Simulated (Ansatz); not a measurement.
A run of Ansatz 0.2.0 is set up as follows.

The input input.yaml:

```yaml
crystal:
  lattice:
    - [0.0, 2.0970013927, 2.0970013927]
    - [2.0970013927, 0.0, 2.0970013927]
    - [2.0970013927, 2.0970013927, 0.0]
  atoms:
    - { symbol: Mg, position: [0.0, 0.0, 0.0] }
    - { symbol: O, position: [0.5, 0.5, 0.5] }
kpoints:
  mp_grid: { grid: [8, 8, 8] }
scf:
  occupations: { method: fermi_dirac, width: 0.05 }
hamiltonian:
  xc: lda
  pseudopotentials: { kind: all_electron, lapw: { basis_error: 0.001 } }
output: {}
phonons:
  method: fd
  supercell: [1, 1, 1]
```

Potentials or basis: all-electron LAPW, scalar-relativistic.

Command:

```sh
$ ansatz run input.yaml --threads 1 --pin off --max-ram 3072MiB --backend cpu --events-out ev --progress --plain --runs-dir out
```

**Question.** Predict the highest phonon frequency at Γ, LO-TO splitting left out.

**Answer.** 386 cm⁻¹.

**Question.** What does it give for the band gap on the k mesh?

**Answer.** 4.78 eV, direct.

Phonon frequencies in cm⁻¹ (negative: imaginary):
```tsv
q point	frequencies
(0.000, 0.000, 0.000)	0 0 0 386 386 386
```

**Experimental background.**

“Electronic structure of alkaline earth and post-transition metal oxides”, 2009, arxiv:0908.1581 quotes, for a bulk crystal of MgO: band gap 7.83 eV.

Measured gap of MgO: 7.83 eV (quoted in “Electronic structure of alkaline earth and post-transition metal oxides”, 2009, arxiv:0908.1581). This calculation gives 4.78 eV (-3.05 eV). The value is that of LDA, without temperature or zero-point motion. Semilocal functionals fall short of measured gaps as a rule. The cell is a database's relaxed one, not the measured one, which moves gaps too.
